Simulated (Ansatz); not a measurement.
## SiO2: O interstitial

Computed with the plane-wave PAW code Ansatz (scalar-relativistic, PAW set soft_2): PBE, no spin polarisation, 420 eV cutoff, k-mesh 2×2×2 shifted by half a step.

The relaxed host crystal (Kohn–Sham gap 5.74 eV over the whole zone):

```
Si O
1.0
    -2.51315    2.51315    3.68586
     2.51315   -2.51315    3.68586
     2.51315    2.51315   -3.68586
Si O
2 4
Direct
  0.00000 0.00000 0.00000
  0.75000 0.25000 0.50000
  0.37500 0.21748 0.34248
  0.96748 0.62500 0.84248
  0.78252 0.12500 0.15752
  0.87500 0.03252 0.65752
```

Supercell of 24 atoms, rows of the matrix [[-1,1,0],[-1,-1,-2],[-1,-1,0]] times the cell vectors; O interstitial at (0.250, 0.750, 0.500) in fractions of the cell above. Atoms are relaxed at the host's cell, from a start shaken by 0.05 Å near the defect; charged cells sit in a uniform background.

Nearest atoms to the added O: charge 0: O 1.50 Å, Si 1.67 Å, Si 2.35 Å, O 2.48 Å, O 2.64 Å, O 2.83 Å, O 2.83 Å, O 3.03 Å; charge -2: Si 1.69 Å, Si 1.75 Å, O 2.27 Å, O 2.42 Å, O 2.44 Å, O 2.61 Å, O 2.94 Å, O 3.00 Å.

The largest move of an atom from its ideal place is 2.0 Å at charge 0, 2.4 Å at charge -2, so the cell rearranged and didn't merely relax.

| charge | gap of the cell on the mesh (eV) | carriers |
| --- | --- | --- |
| 0 | 4.35 | none in the bands |
| -2 | 4.79 | none in the bands |

On this mesh the host's own supercell has a gap of 6.68 eV.

Formation energy of the neutral defect: 2.32 eV, taking atoms from and to the elements' standard states (no corrections for gases), so it belongs to those chemical potentials alone.

Caveats: semilocal functionals make gaps too small, which shifts levels too; small supercell, so energies and levels can be off by tenths of an eV; one random start near the defect, so other minima are possible.
